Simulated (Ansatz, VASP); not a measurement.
**CrO2: VASP beside Ansatz**

File INCAR:

```
SYSTEM = CrO2
ALGO = Fast ; EDIFF = 1E-6
ENCUT = 520 ; GGA = PS
ISIF = 2 ; ISMEAR = 0
ISPIN = 2 ; LASPH = .True.
LCHARG = .False. ; LDAU = .True.
LDAUJ = 0 0 ; LDAUL = 2 -1
LDAUPRINT = 1 ; LDAUTYPE = 2
LDAUU = 8 0 ; LMAXMIX = 4
LORBIT = 11 ; LREAL = .False.
LWAVE = .False. ; MAGMOM = 0 0 0
NELM = 120 ; PREC = Accurate
SIGMA = 0.05
```

KPOINTS

```
k-points
0
Gamma
  7 7 7
  0 0 0
```

File POSCAR:

```
CrO2
1.0
    0.0000000000      2.3368421000      2.3368421000
    2.3368421000      0.0000000000      2.3368421000
    2.3368421000      2.3368421000      0.0000000000
Cr O
1 2
Direct
    0.0000000000      0.0000000000      0.0000000000
    0.2500000000      0.2500000000      0.2500000000
    0.7500000000      0.7500000000      0.7500000000
```

Contents of input.yaml:

```yaml
crystal:
  lattice:
    - [0.0, 2.3368421, 2.3368421]
    - [2.3368421, 0.0, 2.3368421]
    - [2.3368421, 2.3368421, 0.0]
  atoms:
    - { symbol: Cr, position: [0.0, 0.0, 0.0] }
    - { symbol: O, position: [0.25, 0.25, 0.25] }
    - { symbol: O, position: [0.75, 0.75, 0.75] }
hamiltonian:
  xc: pbesol
  pseudopotentials: { kind: paw }
  hubbard: { sites: [{ species: Cr, l: d, u_eff: 8.0 }] }
magnetization:
  spin_polarized: true
kpoints:
  mp_grid: { grid: [7, 7, 7] }
scf:
  occupations: { method: gaussian, width: 0.05 }
output:
  forces: true
  stress: true
  eigenvalues: true
```

Measurements of this composition are mostly on another form, of space group No. 136.

Alike in both runs: task single point; functional PBEsol; k mesh 7 × 7 × 7; occupations gaussian, width 0.05 eV; collinear spin, zero start; Hubbard terms Cr d U = 8 eV.

|  | VASP | Ansatz |
| --- | --- | --- |
| version | VASP 6.6.1 | Ansatz 0.2.0 |
| potentials or method | VASP PAW PBE potentials, release 64 (Cr_pv, O) | Ansatz PAW |
| plane-wave cutoff (eV) | 520 | 420 |
| valence electrons in the cell | 24 | 26 |

VASP gave:

* gap on the k mesh at the Fermi level (eV): none
* pressure (GPa): 6.2
* net moment per atom (μB): 0.00
* size of the moment on the site where the two differ most (μB): 0.00

**Question.** Which values does Ansatz return?

**Answer.** gap on the k mesh at the Fermi level (eV): 0.05; pressure (GPa): 13.4; net moment per atom (μB): 0.67; size of the moment on the site where the two differ most (μB): 2.46.

The net moments differ so much that the two runs ended in different magnetic states, which moves the other rows too. Site moments also hang on the region over which each program counts them. The programs project onto different local orbitals, so the same U acts differently. A gap of «none» marks a metal or a gap that the smearing closes. The two sets of potentials don't hold the same shells in valence.

Caveats: the PAW data sets were made with another functional, which shifts forces and pressure a little (VASP); the magnetic or orbital state may not be the lowest (Ansatz); odd divisions of the mesh miss points on the zone boundary, where band edges often lie, so the gap on the mesh can be too wide (Ansatz); the pressure holds a Pulay correction of +1.0 GPa for the finite cutoff (Ansatz); a cell with one magnetic atom can't hold antiferromagnetic order, which such compounds often take (Ansatz); the PAW data sets come from PBE, with cores solved anew for the run's functional, which leaves a small shift of forces and pressure (Ansatz).
